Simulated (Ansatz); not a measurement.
**Random displacements in SnO2**

Theory: DFT LDA, scalar-relativistic, plane waves, PAW in Ansatz 0.2.0. Cutoff 420 eV, Γ-centred 6×6×8 k-points, Gaussian smearing of 0.05 eV. No spin polarisation. Energies are free energies at this smearing, counted from the undisturbed cell; pressure is positive in compression.

The starting cell (as given, not relaxed at this level):

```
Sn O
1.0
     4.73735    0.00000    0.00000
     0.00000    4.73735    0.00000
     0.00000    0.00000    3.18640
Sn O
2 4
Cartesian
  0.0000 0.0000 0.0000
  2.3687 2.3687 1.5932
  1.4478 1.4478 0.0000
  0.9208 3.8165 1.5932
  3.2895 3.2895 0.0000
  3.8165 0.9208 1.5932
```

The atoms are displaced (Å, in the unstrained cell):

| atom | ux | uy | uz |
| --- | --- | --- | --- |
| Sn1 | 0.033 | -0.010 | 0.034 |
| Sn2 | -0.053 | 0.040 | -0.154 |
| O3 | -0.051 | 0.001 | -0.047 |
| O4 | -0.004 | 0.031 | 0.053 |
| O5 | 0.089 | 0.013 | 0.116 |
| O6 | -0.014 | -0.074 | -0.002 |

The cell is not strained.

Task: What are the energy change, the stress and the forces?

Result: ΔE = 91.9 meV/atom; stress (xx, yy, zz, yz, xz, xy; compression positive) (1.78, 2.67, 3.32, 0.27, -2.47, 3.23) GPa; gap on the mesh 0.97 eV.
| atom | Fx (eV/Å) | Fy | Fz |
| --- | --- | --- | --- |
| Sn1 | -1.07 | 0.67 | -0.15 |
| Sn2 | 0.82 | -1.39 | 2.87 |
| O3 | 0.78 | 0.85 | -0.65 |
| O4 | 0.78 | -0.56 | -0.35 |
| O5 | -0.62 | -0.55 | -2.08 |
| O6 | -0.69 | 0.98 | 0.35 |

Cost: 1 run of about 0.26 core-minutes, on Intel Xeon 6975P-C (Granite Rapids) (shared hosts).